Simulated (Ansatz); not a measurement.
KNbO3, space group P4mm: an equation of state with a fit, run with Ansatz 0.2.0 through its Python package.

Script `knbo3_eos.py`:
```python
import ansatz as az
import numpy as np
from pymatgen.analysis.eos import EOS

vectors0 = np.array([
    [3.996, 0.0, 0.0],
    [0.0, 3.996, 0.0],
    [0.0, 0.0, 4.063],
])
sites = [
    ('K', (0.0, 0.0, 0.018)),
    ('Nb', (0.5, 0.5, 0.5)),
    ('O', (0.5, 0.5, 0.044)),
    ('O', (0.5, 0.0, 0.54)),
    ('O', (0.0, 0.5, 0.54)),
]


def build(cell):
    crystal = az.Crystal(lattice=az.Lattice.of(cell))
    for symbol, position in sites:
        crystal = crystal.atom(symbol, position)
    return crystal


def main() -> None:
    volumes, energies, pressures = [], [], []
    for scale in np.linspace(0.92, 1.08, 7):
        cell = vectors0 * scale ** (1 / 3)
        calculation = (
            build(cell).calculation()
            .pseudopotentials('nc')
            .occupations('fixed')
            .scf(lower_state_search='off')
            .functional('pbe')
            .kpoints(5, 5, 5)
            .stress()
        )
        summary = calculation.run().report
        volumes.append(abs(np.linalg.det(cell)) / len(sites))
        energies.append(summary['free_energy_ev'] / len(sites))
        pressures.append(np.trace(summary['stress_gpa']) / 3)
        print(f'V = {volumes[-1]:8.4f} A^3/atom  F = {energies[-1]:.5f} eV/atom  P = {pressures[-1]:8.3f} GPa')

    for form in ['murnaghan']:
        fit = EOS(eos_name=form).fit(volumes, energies)
        print(f'{form:18s} V0 {fit.v0:8.4f} A^3/atom  B0 {fit.b0_GPa:7.1f} GPa  B1 {fit.b1:5.2f}')


if __name__ == '__main__':
    main()
```

From its runs, with one value withheld:

| V (Å³/atom) | F less the lowest row shown (meV/atom) |
| --- | --- |
| 11.938 | ? |
| 12.284 | 39.48 |
| 12.630 | 14.56 |
| 12.976 | 1.95 |
| 13.322 | 0.00 |
| 13.668 | 7.29 |
| 14.014 | 22.59 |

What is the missing energy at 11.938 Å³ an atom?

A third-order Birch-Murnaghan fit, E = E0 + (9 V0 B0 / 16) [(t - 1)³ B' + (t - 1)² (6 - 4t)] with t = (V0/V)^(2/3), through the 6 rows shown gives V0 = 13.216 Å³, B0 = 170.4 GPa, B' = 4.46 and E0 = -0.45 meV. At V = 11.938 Å³, t = 1.07015, and the fit extrapolates to 78.64 meV. The run gave 78.61 meV, a miss of 0.03 meV.

Caveats:
- These settings explore the input space; cutoff and mesh may be short of convergence.
- The run is spin-unpolarised.
- Shape and fractional positions are held along the curve, so the bulk modulus is an upper value where they are free to relax.
- Pressure is positive in compression.
- The starting cell is as deposited in a crystallographic database; the results hold for this polymorph, which needn't be the stable one.
- The whole script took 82 s on 1 thread of Arm Neoverse V1 (shared host), peak memory 0.51 GiB.
